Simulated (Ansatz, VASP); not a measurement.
# Two plane-wave programs on AlN

```
CELL_PARAMETERS angstrom
3.10423 0.00000 0.00000
-1.55211 2.68834 0.00000
0.00000 0.00000 4.94331
ATOMIC_POSITIONS crystal
Al 0.33333 0.66667 0.99957
Al 0.66667 0.33333 0.49957
N 0.33333 0.66667 0.38243
N 0.66667 0.33333 0.88243
```

Alike in both runs: functional LDA; k mesh 8 × 8 × 5; no spin polarisation.

Ansatz relaxed the structure, and its values are those at the end. VASP's run is a single point on that final structure, the one shown.

|  | VASP | Ansatz |
| --- | --- | --- |
| version | VASP 6.6.1 | Ansatz 0.2.0 |
| potentials or method | VASP PAW LDA potentials, release 64 (Al, N) | scalar-relativistic, plane waves, PAW |
| plane-wave cutoff (eV) | 520 | 420 |
| occupations | gaussian, width 0.01 eV | fixed |
| valence electrons in the cell | 16 | 16 |

Ansatz gave:

| Quantity | Value |
| --- | --- |
| gap on the k mesh at the Fermi level (eV) | 4.30 |
| least direct gap on the mesh (eV) | 4.30 |
| pressure (GPa) | -2.1 |

**Question.** Estimate VASP's values.

**Answer.** gap on the k mesh at the Fermi level (eV): 4.31; least direct gap on the mesh (eV): 4.31; pressure (GPa): -1.6.

Ansatz warned: «stress_scf_threshold_loose».
